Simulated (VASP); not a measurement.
HfSiO4:

```xyz
12
Lattice="-3.2794 3.2794 2.9794 3.2794 -3.2794 2.9794 3.2794 3.2794 -2.9794" Properties=species:S:1:pos:R:3 pbc="T T T"
Hf    0.0000    0.0000    0.0000
Hf    0.0000    3.2794    1.4897
Si    3.2794    0.0000    1.4897
Si    0.0000    0.0000    2.9794
O     3.2794    2.0639   -1.0878
O     4.4949    0.0000    0.4019
O     2.0639    0.0000    0.4019
O     0.0000    1.2155    1.8916
O     2.0639    3.2794    1.0878
O     3.2794    1.2155    2.5775
O     3.2794   -1.2155    2.5775
O     1.2155    0.0000    4.0672
```

The cell is a database's computed one.

Base run:

| Item | Value |
| --- | --- |
| Program | VASP 6.6.1 |
| Functional | PBEsol |
| Potentials or basis | VASP PAW PBE potentials, release 64 (Hf_pv, Si, O) |
| Cutoff | 700 eV |
| k mesh | 6 × 6 × 6 |
| Occupations | gaussian, width 0.02 eV |
| Spin | no spin polarisation |

Its results: band gap on the k mesh 5.40 eV, indirect (least direct gap 5.77 eV); pressure 0.0 GPa.

Question: The run is repeated on the same cell with these changes: potentials or basis from VASP PAW PBE potentials, release 64 (Hf_pv, Si, O) to VASP PAW PBE potentials, release 64 (Hf_pv, Si, O_h); cutoff from 700 eV to 900 eV. What comes out?

Answer: Band gap on the k mesh 5.40 eV, indirect (least direct gap 5.77 eV); pressure -0.5 GPa.

Caveats: the PAW data sets were made with another functional, which shifts forces and pressure a little; spin-orbit coupling is left out, which moves the levels of the heavy elements; the cutoff is under 1.25 times the usual one of these potentials, so pressure, stress and relaxed cells hold a basis-set (Pulay) error (some runs).

A k mesh can miss the band edges.

Not every run made on this cell is shown here.
